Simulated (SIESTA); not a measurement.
Runs of SIESTA 5.4.2 on CoO. Symmetry: I4/mmm, No. 139, tetragonal system. The conventional cell has a = 3.016 Å, b = 3.016 Å, c = 4.215 Å, α = 90.00°, β = 90.00°, γ = 90.00°. Co (site symmetry 4/mmm) is surrounded by 6 O at 2.11 to 2.13 Å. O (site symmetry 4/mmm) has 6 Co at 2.11 to 2.13 Å as nearest neighbours. 

| level | potentials or basis | gap on the mesh (eV) | pressure (GPa) | moment (μB) |
| --- | --- | --- | --- | --- |
| LDA | PseudoDojo 0.4 standard (LDA files), DZP (energy shift 0.003 Ry; two zetas on semicore shells) | none | -18.1 | (b) |
| BLYP | PseudoDojo 0.4 standard (PBE files), DZP (energy shift 0.003 Ry; two zetas on semicore shells) | none | 8.0 | 2.85 |
| revPBE | PseudoDojo 0.4 standard (PBE files), DZP (energy shift 0.003 Ry; two zetas on semicore shells) | none | 5.5 | 2.99 |
| PW91 | PseudoDojo 0.4 standard (PBE files), DZP (energy shift 0.003 Ry; two zetas on semicore shells) | none | 0.7 | 2.98 |
| AM05 | PseudoDojo 0.4 standard (PBEsol files), DZP (energy shift 0.003 Ry; two zetas on semicore shells) | none | -8.7 | (a) |
| PBEsol | PseudoDojo 0.4 standard (PBEsol files), DZP (energy shift 0.003 Ry; two zetas on semicore shells) | none | -8.2 | 2.97 |
| RPBE | PseudoDojo 0.4 standard (PBE files), DZP (energy shift 0.003 Ry; two zetas on semicore shells) | none | 7.2 | 2.99 |
| WC | PseudoDojo 0.4 standard (PBEsol files), DZP (energy shift 0.003 Ry; two zetas on semicore shells) | none | -7.6 | 2.97 |

Alike in all rows: task single point; spin collinear, ferromagnetic start; cell as given; k mesh 7 × 7 × 7; smearing fermi-dirac 0.05 eV; grid cutoff 800 Ry; energy shift 0.003 Ry; the mesh is coarse, so values aren't converged.

Fill in the values left out.

(a) 2.93; (b) 2.75.

Caveats: all runs use coarse meshes; short orbitals over semicore shells can move pressures by several GPa; the basis of atomic orbitals isn't converged, which shifts pressures, moduli and gaps; a cell with one magnetic atom can't hold antiferromagnetic order, which such compounds often take; semilocal functionals often make such compounds metallic where correlation or magnetic order opens a gap, which also shifts bond lengths; the potentials were made for another functional, which shifts forces and pressure (some runs).

A gap of «none» marks a metal or a gap under the smearing width.

Runs at the PBE level aren't shown here.
